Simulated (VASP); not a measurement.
# BeSe (F-43m) in VASP: single point with PBE

Aim: the single point of BeSe with PBE.

Program: VASP 6.6.1. These are calculated values, not measurements. Logs are shortened: lines on timing, memory, paths and dates and some standing lists are left out, and cuts for length are marked.

### Step 1. Starting point

The structure is cubic, space group F-43m (No. 216). The conventional cell has a = 5.147 Å, b = 5.147 Å, c = 5.147 Å, α = 90.00°, β = 90.00°, γ = 90.00°. Be (site symmetry -43m) is surrounded by 4 Se at 2.23 Å. Around Se (site symmetry -43m) lie 4 Be at 2.23 Å.

### Step 2. Single point, PBE

Input file INCAR:

```
ALGO = Normal
EDIFF = 1E-7
ENCUT = 520
GGA = PE
ISIF = 2
ISMEAR = -1
LASPH = T
LCHARG = F
LREAL = F
LWAVE = F
NBANDS = 11
NELM = 100
PREC = Accurate
SIGMA = 0.1
```

Input file KPOINTS:

```
k-points
0
Gamma
  10 10 10
```

Input file POSCAR:

```
BeSe
1.0
    0.0000000000      2.5735910000      2.5735910000
    2.5735910000      0.0000000000      2.5735910000
    2.5735910000      2.5735910000      0.0000000000
Be Se
1 1
Direct
    0.0000000000      0.0000000000      0.0000000000
    0.2500000000      0.2500000000      0.2500000000
```

Potentials or basis: VASP PAW PBE potentials, release 64 (Be, Se).

Launch:

```
$ cat potpaw_PBE.64/Be/POTCAR potpaw_PBE.64/Se/POTCAR > POTCAR
$ mpirun -np 1 vasp_std > vasp.out
```

OUTCAR:

```text
EDIFF = 1E-7
   ENCUT = 520
   GGA = PE
   ISIF = 2
   ISMEAR = -1
   LASPH = T
   LREAL = F
   NELM = 100
   PREC = Accurate

 ion  position               nearest neighbor table
   1  0.000  0.000  0.000-   2 2.23   2 2.23   2 2.23   2 2.23
   2  0.250  0.250  0.250-   1 2.23   1 2.23   1 2.23   1 2.23

  LATTYP: Found a face centered cubic cell.
 ALAT       =     5.1471820000

  Lattice vectors:

 A1 = (   0.0000000000,   2.5735910000,   2.5735910000)
 A2 = (   2.5735910000,   0.0000000000,   2.5735910000)
 A3 = (   2.5735910000,   2.5735910000,   0.0000000000)

Analysis of symmetry for initial positions (statically):
=====================================================================
 Subroutine PRICEL returns:
 Original cell was already a primitive cell.

 Routine SETGRP: Setting up the symmetry group for a
 face centered cubic supercell.

 Subroutine GETGRP returns: Found 24 space group operations
 (whereof 24 operations were pure point group operations)
 out of a pool of 48 trial point group operations.

The static configuration has the point symmetry T_d .

Analysis of symmetry for dynamics (positions and initial velocities):
=====================================================================
 Subroutine PRICEL returns:
 Original cell was already a primitive cell.

 Routine SETGRP: Setting up the symmetry group for a
 face centered cubic supercell.

 Subroutine GETGRP returns: Found 24 space group operations
 (whereof 24 operations were pure point group operations)
 out of a pool of 48 trial point group operations.

The dynamic configuration has the point symmetry T_d .

 Subroutine INISYM returns: Found 24 space group operations
 (whereof 24 operations are pure point group operations),
 and found     1 'primitive' translations

----------------------------------------------------------------------------------------

                                     Primitive cell

  volume of cell :      34.0917

  direct lattice vectors                    reciprocal lattice vectors
     0.000000000  2.573591000  2.573591000    -0.194281065  0.194281065  0.194281065
     2.573591000  0.000000000  2.573591000     0.194281065 -0.194281065  0.194281065
     2.573591000  2.573591000  0.000000000     0.194281065  0.194281065 -0.194281065

  length of vectors
     3.639607296  3.639607296  3.639607296     0.336504675  0.336504675  0.336504675

  position of ions in fractional coordinates (direct lattice)
     0.000000000  0.000000000  0.000000000
     0.250000000  0.250000000  0.250000000

  ion indices of the primitive-cell ions
   primitive index   ion index
                 1           1
                 2           2

----------------------------------------------------------------------------------------

 KPOINTS: k-points

Automatic generation of k-mesh.
 Grid dimensions read from file:
 generate k-points for:   10   10   10

 Generating k-lattice:

  Cartesian coordinates                     Fractional coordinates (reciprocal lattice)
    -0.019428106  0.019428106  0.019428106     0.100000000  0.000000000  0.000000000
     0.019428106 -0.019428106  0.019428106     0.000000000  0.100000000  0.000000000
     0.019428106  0.019428106 -0.019428106     0.000000000  0.000000000  0.100000000

  Length of vectors
     0.033650468  0.033650468  0.033650468

  Shift w.r.t. Gamma in fractional coordinates (k-lattice)
     0.000000000  0.000000000  0.000000000

 Subroutine IBZKPT returns following result:
 ===========================================

 Found     47 irreducible k-points:

 Following reciprocal coordinates:
            Coordinates               Weight
  0.000000  0.000000  0.000000      1.000000
  0.100000  0.000000  0.000000      8.000000
  0.200000  0.000000  0.000000      8.000000
  0.300000  0.000000  0.000000      8.000000
  0.400000  0.000000  0.000000      8.000000
  0.500000  0.000000  0.000000      4.000000
[... 16 lines left out ...]
  0.300000  0.300000  0.000000      6.000000
  0.400000  0.300000  0.000000     24.000000
 [... further k-points ...]
   k-points           NKPTS =     47   k-points in BZ     NKDIM =     47   number of bands    NBANDS=     11
   number of dos      NEDOS =    301   number of ions     NIONS =      2
   total plane-waves  NPLWV =  21952
   dimension x,y,z NGX =    28 NGY =   28 NGZ =   28
   dimension x,y,z NGXF=    56 NGYF=   56 NGZF=   56
   ions per type =               1   1
   NGX,Y,Z   is equivalent  to a cutoff of  12.79, 12.79, 12.79 a.u.
   NGXF,Y,Z  is equivalent  to a cutoff of  25.58, 25.58, 25.58 a.u.
 SYSTEM =  unknown system
   PREC   = accura    normal or accurate (medium, high low for compatibility)
   ISTART =      0    job   : 0-new  1-cont  2-samecut
   ICHARG =      2    charge: 1-file 2-atom 10-const
   ISPIN  =      1    spin polarized calculation?
   LNONCOLLINEAR =      F non collinear calculations
   LSORBIT =      F    spin-orbit coupling
   LASPH  =      T    aspherical Exc in radial PAW
   ENCUT  =  520.0 eV  38.22 Ry    6.18 a.u.   6.77  6.77  6.77*2*pi/ulx,y,z
   NELM   =    100;   NELMIN=  2; NELMDL= -5     # of ELM steps
   EDIFF  = 0.1E-06   stopping-criterion for ELM
   LREAL  =      F    real-space projection
   EDIFFG = 0.1E-05   stopping-criterion for IOM
   NSW    =      0    number of steps for IOM
   IBRION =     -1    ionic relax: 0-MD 1-quasi-New 2-CG
   NFREE  =      0    steps in history (QN), initial steepest desc. (CG)
   ISIF   =      2    stress and relaxation
   ISYM   =      2    0-nonsym 1-usesym 2-fastsym
   POTIM  = 0.5000    time-step for ionic-motion
   TEBEG  =    0.0;   TEEND  =   0.0 temperature during run
   PSTRESS=    0.0 pullay stress
   NELECT =       8.0000    total number of electrons
   NUPDOWN=      -1.0000    fix difference up-down
   EMIN   =  10.00;   EMAX   =-10.00  energy-range for DOS
   EFERMI =   0.00;   METHOD = LEGACY
   ISMEAR =    -1;   SIGMA  =   0.10  broadening in eV -4-tet -1-fermi 0-gaus
   EFERMI_NEDOS =   21; number of points for ismear=-14 and -15
   IALGO  =     38    algorithm
   IMIX   =      4    mixing-type and parameters
     AMIX     =   0.40;   BMIX     =  1.00
     AMIX_MAG =   1.60;   BMIX_MAG =  1.00
  volume/ion in A,a.u.               =      17.05       115.03
  Fermi-wavevector in a.u.,A,eV,Ry     =   1.009769  1.908186 13.872951  1.019633
  Thomas-Fermi vector in A             =   2.142717
   LORBIT       =      0    0 simple, 1 ext, 2 COOP (PROOUT), +10 PAW based schemes
   GGA     = PE    functional components
   LHFCALC =     F    Hartree Fock is set to
   AEXX    =    0.0000 exact exchange contribution
   IVDW    =     0    specifies the selected vdW correction
   LEPSILON=     F    determine dielectric tensor
   LRPA    =     F    only Hartree local field effects (RPA)
 non-spin polarized calculation
  energy-cutoff  :      520.00
  volume of cell :       34.09
 maximum number of plane-waves:       941
   NGX = 13   NGY = 13   NGZ = 13

 number of electron       7.9999999 magnetization

 Free energy of the ion-electron system (eV)
  ---------------------------------------------------
  ext. energy  EPLUGINS =         0.00000000
  ---------------------------------------------------
  free energy    TOTEN  =        -8.85618365 eV

  energy without entropy =       -8.85618357  energy(sigma->0) =       -8.85618361

 E-fermi :   4.7028     XC(G=0):  -9.4235

 val. band max:        3.3415251577   @ k =   0.0000   0.0000   0.0000
 cond. band min:       5.9672085800   @ k =   0.5000   0.5000   0.0000
 fundamental gap:      2.6256834223
 Fermi energy:         4.7028205830

 k-point     1 :       0.0000    0.0000    0.0000
  band No.  band energies     occupation
      1     -10.4462      2.00000
      2       3.3415      2.00000
      3       3.3415      2.00000
      4       3.3415      2.00000
      5       7.6939      0.00000
      6       8.3512      0.00000
      7       8.3512      0.00000
      8       8.3512      0.00000
      9      15.3595      0.00000
     10      15.8509      0.00000
     11      15.8509      0.00000

 k-point     2 :       0.1000    0.0000    0.0000
  band No.  band energies     occupation
      1     -10.3474      2.00000
      2       2.4273      2.00000
      3       3.2010      2.00000
      4       3.2010      2.00000
      5       7.8988      0.00000
      6       8.5858      0.00000
      7       8.5858      0.00000
      8       9.0784      0.00000
      9      15.1343      0.00000
     10      15.1343      0.00000
     11      15.4952      0.00000

 k-point     3 :       0.2000    0.0000    0.0000
  band No.  band energies     occupation
      1     -10.0680      2.00000
      2       0.7637      2.00000
      3       2.8853      2.00000
      4       2.8853      2.00000
      5       7.8642      0.00000
      6       9.0611      0.00000
      7       9.0611      0.00000
      8      10.8065      0.00000
      9      14.5530      0.00000
     10      14.5530      0.00000
     11      15.5003      0.00000

 k-point     4 :       0.3000    0.0000    0.0000
  band No.  band energies     occupation
      1      -9.6676      2.00000
      2      -0.8010      2.00000
      3       2.5656      2.00000
      4       2.5656      2.00000
      5       7.7705      0.00000
      6       9.3428      0.00000
      7       9.3428      0.00000
      8      12.4080      0.00000
      9      14.9320      0.00000
     10      14.9320      0.00000
     11      15.3641      0.00000

 k-point     5 :       0.4000    0.0000    0.0000
  band No.  band energies     occupation
      1      -9.2779      2.00000
      2      -1.9308      2.00000
      3       2.3451      2.00000
      4       2.3451      2.00000
      5       7.6953      0.00000
      6       9.3461      0.00000
      7       9.3461      0.00000
      8      13.2159      0.00000
      9      15.9653      0.00000
     10      16.2668      0.00000
     11      16.2668      0.00000
[... 211 lines left out ...]
 k-point    21 :      -0.3000    0.2000    0.0000
  band No.  band energies     occupation
      1      -9.1631      2.00000
      2      -1.3348      2.00000
      3       0.4969      2.00000
      4       2.1981      2.00000
      5       8.4107      0.00000
      6      10.2734      0.00000
      7      10.3260      0.00000
      8      12.2091      0.00000
      9      14.0877      0.00000
     10      15.5215      0.00000
     11      18.4531      0.00000

 k-point    22 :      -0.2000    0.2000    0.0000
  band No.  band energies     occupation
      1      -9.5316      2.00000
      2      -0.4980      2.00000
      3       0.9568      2.00000
      4       2.6244      2.00000
      5       8.6847      0.00000
      6       9.6615      0.00000
      7      10.0681      0.00000
      8      11.1668      0.00000
      9      13.4229      0.00000
     10      16.1614      0.00000
     11      17.4200      0.00000

 k-point    23 :       0.3000    0.3000    0.0000
  band No.  band energies     occupation
      1      -9.4061      2.00000
      2      -0.2629      2.00000
      3       1.3541      2.00000
      4       1.3541      2.00000
      5       6.7865      0.00000
      6       8.5818      0.00000
      7      12.2545      0.00000
      8      12.2545      0.00000
      9      14.4103      0.00000
     10      17.6964      0.00000
     11      18.1546      0.00000

 k-point    24 :       0.4000    0.3000    0.0000
  band No.  band energies     occupation
      1      -9.0982      2.00000
      2      -0.9400      2.00000
      3       0.8694      2.00000
      4       1.1343      2.00000
      5       6.8003      0.00000
      6       8.4857      0.00000
      7      12.5743      0.00000
      8      12.8166      0.00000
      9      15.9953      0.00000
     10      18.0544      0.00000
     11      18.4262      0.00000

 [... further k-points ...]

------------------------ aborting loop because EDIFF is reached ----------------------------------------

  FORCE on cell =-STRESS in cart. coord.  units (eV):
  Direction    XX          YY          ZZ          XY          YZ          ZX
  --------------------------------------------------------------------------------------
  -------------------------------------------------------------------------------------
  Total        0.3357876      0.3357876      0.3357876      0.0000000      0.0000000      0.0000000
  in kB       15.7807140     15.7807140     15.7807140      0.0000000      0.0000000      0.0000000
  external PRESSURE =      15.7807140 kB  Pullay stress =       0.0000000 kB

 VOLUME and BASIS-vectors are now :
 -----------------------------------------------------------------------------
  energy-cutoff  :      520.00
  volume of cell :       34.09
      direct lattice vectors                 reciprocal lattice vectors
     0.000000000  2.573591000  2.573591000    -0.194281065  0.194281065  0.194281065
     2.573591000  0.000000000  2.573591000     0.194281065 -0.194281065  0.194281065
     2.573591000  2.573591000  0.000000000     0.194281065  0.194281065 -0.194281065

 POSITION                                       TOTAL-FORCE (eV/Angst)
 -----------------------------------------------------------------------------------
      0.00000      0.00000      0.00000        -0.000000      0.000000      0.000000
      1.28680      1.28680      1.28680         0.000000     -0.000000     -0.000000
 -----------------------------------------------------------------------------------
    total drift:                                0.000000      0.000000      0.000000

  FREE ENERGIE OF THE ION-ELECTRON SYSTEM (eV)
  ---------------------------------------------------
  free  energy   TOTEN  =        -8.8561836480 eV

  energy  without entropy=       -8.8561835703  energy(sigma->0) =       -8.85618361
```

Wall time 11 s (1 thread of AMD EPYC 9R14 (Zen 4), shared host); peak memory 0.13 GiB.

What came out:

```
Free energy            : -8.8562 eV
Pressure               : 1.6 GPa
Band gap on the k mesh : 2.63 eV, indirect (least direct gap 4.35 eV)
```

A k mesh can miss the band edges. PBE gaps usually lie below the measured ones, often by a third to a half.
